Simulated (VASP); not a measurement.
CuI (hsedb): single point with HSE06

The system is CuI (hsedb).

```xyz
2
Lattice="0.0000 3.0315 3.0315 3.0315 0.0000 3.0315 3.0315 3.0315 0.0000" Properties=species:S:1:pos:R:3 pbc="T T T"
Cu    1.5157    1.5157    1.5157
I     0.0000    0.0000    0.0000
```

- Program: VASP 6.6.1
- Task: single point
- Functional: HSE06
- Potentials or basis: VASP PAW PBE potentials, release 64 (Cu, I)
- Cutoff: 520 eV
- k mesh: 6 × 6 × 6
- Occupations: gaussian, width 0.01 eV
- Spin: no spin polarisation

| Property | Result |
| --- | --- |
| Pressure | 0.4 GPa |
| Band gap on the k mesh | 2.58 eV, direct |

Levels at points of the mesh, in eV from the valence-band top:
```
           k point  band 7  band 8  band 9  band 10  band 11  band 12
(0.00, 0.00, 0.00)    0.00    0.00    0.00     2.58     6.30     6.30
(0.50, 0.00, 0.00)   -2.40   -0.83   -0.83     3.59     6.80     6.80
(0.50, 0.50, 0.00)   -2.29   -1.94   -1.94     3.88     4.26    10.86
```

Wall time 18 min on 1 thread of Intel(R) Xeon(R) 6975P-C (Granite Rapids), on a shared host, peak memory 0.31 GiB.

Caveat: the PAW data sets were made with another functional, which shifts forces and pressure a little; spin-orbit coupling is left out, which moves the levels of the heavy elements.
